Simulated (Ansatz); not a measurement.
**S: the band gap up the ladder of functionals**

The task here is to estimate one member of a computed series from the others.

Code: Ansatz 0.2.0. PAW datasets, plane waves. No spin polarisation and no zero-point or thermal motion.

## The structure to begin with

The cell was relaxed beforehand with r2SCAN+rVV10.

The symmetry is C2/c (No. 15, monoclinic); a = 12.657 Å, b = 10.223 Å, c = 8.220 Å, β = 107.7° in the conventional setting, 25.34 Å³ an atom. Near S stand 2 S at 2.05–2.08 Å; near S stand 2 S at 2.05 Å; near S stand 2 S at 2.05–2.09 Å; near S stand 2 S at 2.04–2.09 Å; near S stand 2 S at 2.03–2.08 Å.

As a file:

```
S
1.0
     6.32826   -5.11156   -0.06091
     6.32826    5.11156   -0.06091
    -2.41861    0.00000    7.85599
S
20
Cartesian
  10.1661 0.8479 0.9211
  8.0538 -2.0248 6.2697
  2.1841 2.0248 1.4645
  0.0718 -0.8479 6.8131
  5.9273 1.9313 4.3439
  5.5192 0.3723 5.6704
  8.9568 -0.8479 4.8491
  -0.8139 0.6821 5.7168
  0.9748 -2.0248 5.3925
  1.2811 0.8479 2.8851
  9.8426 0.6821 5.9454
  6.7285 -0.3723 1.7424
  7.1366 -1.9313 0.4159
  11.0519 -0.6821 2.0174
  4.3106 -1.9313 3.3902
  0.3954 -0.6821 1.7888
  9.2631 2.0248 2.3417
  3.5094 0.3723 5.9918
  4.7187 -0.3723 2.0638
  3.1013 1.9313 7.3182
```

The first run:

input.yaml reads:

```yaml
crystal:
  lattice:
    - [6.3282626947, -5.1115586813, -0.060909805]
    - [6.3282626947, 5.1115586813, -0.060909805]
    - [-2.4186089736, 0.0, 7.855994652]
  atoms:
    - { symbol: S, position: [0.7451461998, 0.9110343412, 0.1300843868] }
    - { symbol: S, position: [0.9892474392, 0.5931320568, 0.8103483603] }
    - { symbol: S, position: [0.0107525608, 0.4068679432, 0.1896516397] }
    - { symbol: S, position: [0.2548538002, 0.0889656588, 0.8699156132] }
    - { symbol: S, position: [0.3867698453, 0.7646085103, 0.5618718482] }
    - { symbol: S, position: [0.5392912373, 0.6121354072, 0.7307162312] }
    - { symbol: S, position: [0.9110343412, 0.7451461998, 0.6300843868] }
    - { symbol: S, position: [0.0082492542, 0.1416929638, 0.7288553583] }
    - { symbol: S, position: [0.4068679432, 0.0107525608, 0.6896516397] }
    - { symbol: S, position: [0.0889656588, 0.2548538002, 0.3699156132] }
    - { symbol: S, position: [0.8583070362, 0.9917507458, 0.7711446417] }
    - { symbol: S, position: [0.6121354072, 0.5392912373, 0.2307162312] }
    - { symbol: S, position: [0.7646085103, 0.3867698453, 0.0618718482] }
    - { symbol: S, position: [0.9917507458, 0.8583070362, 0.2711446417] }
    - { symbol: S, position: [0.6132301547, 0.2353914897, 0.4381281518] }
    - { symbol: S, position: [0.1416929638, 0.0082492542, 0.2288553583] }
    - { symbol: S, position: [0.5931320568, 0.9892474392, 0.3103483603] }
    - { symbol: S, position: [0.3878645928, 0.4607087627, 0.7692837688] }
    - { symbol: S, position: [0.4607087627, 0.3878645928, 0.2692837688] }
    - { symbol: S, position: [0.2353914897, 0.6132301547, 0.9381281518] }
kpoints:
  mp_grid: { grid: [4, 4, 4] }
  band_path:
    path:
      - [[0.0, 0.0, 0.0], [-0.4296318279152, 0.4296318279152, -3.314368669793e-18]]
      - [[-0.5703681720848, -0.4296318279152, 5.964597575544e-17], [-0.5, -0.5, 5.964597575544e-17], [0.0, 0.0, 0.0], [-0.5, -0.5, 0.5], [-0.6542953916394, -0.3457046083606, 0.5]]
      - [[-0.3457046083606, 0.3457046083606, 0.5], [5.769160519937e-19, 3.584429099196e-19, 0.5], [0.0, 0.0, 0.0]]
      - [[-0.5, 2.347998314632e-17, 0.5], [0.0, 0.0, 0.0], [-0.5, 6.959749115286e-18, 4.717466882772e-17]]
    npoints: 10
hamiltonian:
  xc: pbe
scf:
  occupations: { method: fermi_dirac, width: 0.02 }
  n_extra_bands: 9
output:
  forces: true
  stress: true
  eigenvalues: true
```

Steps of the session up to this table: PBE band path; r2SCAN; Single point with HSE06; Single point with PBE0.

One of the session's tables, all rows but one given; the rest of the session is left out.

```
 level  gap (eV)
   PBE      1.91
r2SCAN         ?
 HSE06      2.95
  PBE0      3.67
```

Q: Estimate the row for r2SCAN from the others.

**Answer.** gap (eV): 2.17. In the column «gap (eV)» it lies between PBE (1.91) and HSE06 (2.95).

Meshes: PBE 4×4×4, r2SCAN 4×4×4, HSE06 2×2×2, PBE0 2×2×2

What this shows: PBE gives the least gap, 1.91 eV, and PBE0 the largest, 3.67 eV. Against HSE06, PBE is short by 1.04 eV, at 65 % of it, and r2SCAN 73 %. PBE0 lies 0.71 eV above HSE06, which differs from it by screening the long-range exchange.

Limits of these values: Warnings in the runs' records: stress scf threshold loose, stress exchange threshold loose.
